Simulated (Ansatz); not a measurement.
A sublattice moved along a line in HfN

All numbers below come from DFT PBEsol, scalar-relativistic, plane waves, PAW in Ansatz 0.2.0. Settings: plane waves to 420 eV, k-mesh 22×22×22 (Γ-centred), Gaussian smearing 0.15 eV. Spin–orbit coupling is left out, which can shift energies with elements as heavy as these. No spin polarisation. Energies are free energies at this smearing, counted from the undisturbed cell; pressure is positive in compression.

Zero of the scan (relaxed at this level):

```
Hf N
1.0
     0.00000    2.25078    2.25078
     2.25078    0.00000    2.25078
     2.25078    2.25078    0.00000
Hf N
1 1
Cartesian
  0.0000 0.0000 0.0000
  2.2508 2.2508 2.2508
```

Every Hf atom is moved by x along the Cartesian unit vector (0.707, 0.707, 0.000); the cell and all other atoms stay fixed. The cell is metallic on the mesh throughout.

```
  x (Å)  ΔE (meV/cell)
-0.5000         1455.1
-0.2500          371.6
 0.0000            0.0
 0.3750          835.1
```

Q: Predict the force along x on the moved atoms (eV/Å) at each point.

A:
```
  x (Å) force along x on the moved atoms (eV/Å)
-0.5000                                     5.53
-0.2500                                     2.96
 0.0000                                     0.00
 0.3750                                    -4.44
```

Cost: 4 runs of about 7 core-minutes in all, on Intel Xeon Processor @ 2.50GHz (Skylake/Cascade Lake) (shared hosts).